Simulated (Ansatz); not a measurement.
InSb3: what symmetry allows forces and stress to be

```yaml
crystal:
  lattice:
    - [0.00000, 3.79455, 3.79455]
    - [3.79455, 0.00000, 3.79455]
    - [3.79455, 3.79455, 0.00000]
  atoms:
    - { symbol: In, position: [0.00593, 0.99407, 0.00593] }
    - { symbol: Sb, position: [0.25000, 0.25000, 0.25000] }
    - { symbol: Sb, position: [0.75000, 0.75000, 0.75000] }
    - { symbol: Sb, position: [0.50000, 0.50000, 0.50000] }
```

All numbers below come from DFT PBE, scalar-relativistic, plane waves, PAW in Ansatz.

Cutoff 420 eV; k points 8×8×8 on the computed 4-atom cell (Γ-centred); Gaussian smearing, width 0.10 eV; no spin polarisation.

This distorted cell has space group I4mm, with 8 operations.

Q: Without a calculation: in which directions can each atom feel a force?

A: A force must be left unchanged by every operation that keeps its atom in place, so it lies in the space that those operations leave fixed. Atoms that the group maps onto each other feel forces of one size.
```csv
atom,site symmetry,operations at the site,equivalent to atom,allowed force (Cartesian)
In1,4mm,8,1,"along (0.00, 1.00, 0.00)"
Sb2,2mm.,4,2,"along (0.00, 1.00, 0.00)"
Sb3,2mm.,4,2,"along (0.00, 1.00, 0.00)"
Sb4,4mm,8,4,"along (0.00, 1.00, 0.00)"
```

That leaves 3 independent force components of 12, tied by 1 condition that the forces sum to zero, so 2 remain. A relaxation in this cell that keeps the symmetry moves the atoms in these directions alone.

Q: And the stress tensor?

A: It must be invariant under the point group, which leaves 2 independent components: yz, xz, xy vanish; xx = zz.

Q: Do the computed values obey this?

A: Yes. Forces (eV/Å):
```
In1  0.000 -0.102  0.000
Sb2  0.000  0.026  0.000
Sb3  0.000  0.026  0.000
Sb4  0.000  0.051  0.000
```

Stress (GPa, compression positive, xx yy zz yz xz xy): -0.33 -0.34 -0.33 0.00 0.00 0.00. The program imposes the same operations on density, forces and stress, so this confirms the analysis and is no independent test of the calculation.